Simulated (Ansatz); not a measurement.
# Guessed and relaxed cells of P

The cell of P is invented: 4-, 6-connected net, elements by coordination (P6_3/mmc, No. 194). Its size is a rough estimate.

start.cif

```cif
data_structure
_symmetry_space_group_name_H-M 'P 1'
_symmetry_Int_Tables_number 1
_cell_length_a 3.2699
_cell_length_b 3.2699
_cell_length_c 8.3230
_cell_angle_alpha 90.000
_cell_angle_beta 90.000
_cell_angle_gamma 120.000
_cell_volume 77.07
loop_
_atom_site_label
_atom_site_type_symbol
_atom_site_fract_x
_atom_site_fract_y
_atom_site_fract_z
_atom_site_occupancy
P1 P 0.00000 0.00000 0.50000 1
P2 P 0.00000 0.00000 0.00000 1
P3 P 0.66667 0.33333 0.37980 1
P4 P 0.33333 0.66667 0.62020 1
P5 P 0.33333 0.66667 0.87980 1
P6 P 0.66667 0.33333 0.12020 1
```

Theory: DFT PBE, scalar-relativistic, plane waves, PAW (Ansatz). Cutoff 420 eV, Gaussian smearing, Γ-centred meshes. Cell and atoms relax first on a coarse mesh and then on a finer one. In between, the cell is made exact in the group found at 0.06 Å. In metals the finer mesh still leaves noise of several meV/atom or more. The steps can't lower the symmetry of their start. No spin polarisation.

end.cif

```cif
data_structure
_symmetry_space_group_name_H-M 'P 1'
_symmetry_Int_Tables_number 1
_cell_length_a 3.6750
_cell_length_b 3.6750
_cell_length_c 9.0220
_cell_angle_alpha 90.000
_cell_angle_beta 90.000
_cell_angle_gamma 120.000
_cell_volume 105.52
loop_
_atom_site_label
_atom_site_type_symbol
_atom_site_fract_x
_atom_site_fract_y
_atom_site_fract_z
_atom_site_occupancy
P1 P 0.00000 0.00000 0.50000 1
P2 P 0.00000 0.00000 0.00000 1
P3 P 0.66667 0.33333 0.36696 1
P4 P 0.33333 0.66667 0.63304 1
P5 P 0.33333 0.66667 0.86696 1
P6 P 0.66667 0.33333 0.13304 1
```

The symmetry stays P6_3/mmc (No. 194). The volume per atom grows by 36.9 %, from 12.8 to 17.6 Å³. The shortest distance goes from 2.14 Å (P–P) to 2.11 Å (P–P). The energy falls by about 0.60 eV/atom (the start's value is from the coarse mesh).

```yaml
Volume_per_atom: 17.59 Å³
Density: 2.92 g/cm³
Energy_over_the_standard_state: +0.26 eV/atom
Gap_on_the_12×12×4_mesh_of_the_6-atom_cell: 0 eV (a metal)
```

Energies count from the standard state of P at the same level. The references include black phosphorus. It lies above the standard state, so it could only be metastable.

The last run used Gaussian smearing of 0.10 eV. The reference form of P is held partly by dispersion forces, which this level lacks. A structure relaxed within its symmetry needn't be a true minimum. In all, the 3 runs took 56 s on 1 thread of Arm Neoverse V2, with other jobs on the host. Another cell of P relaxed alike, in Pm-3m, lies 173 meV/atom lower, so this cell isn't the stable form at this level.
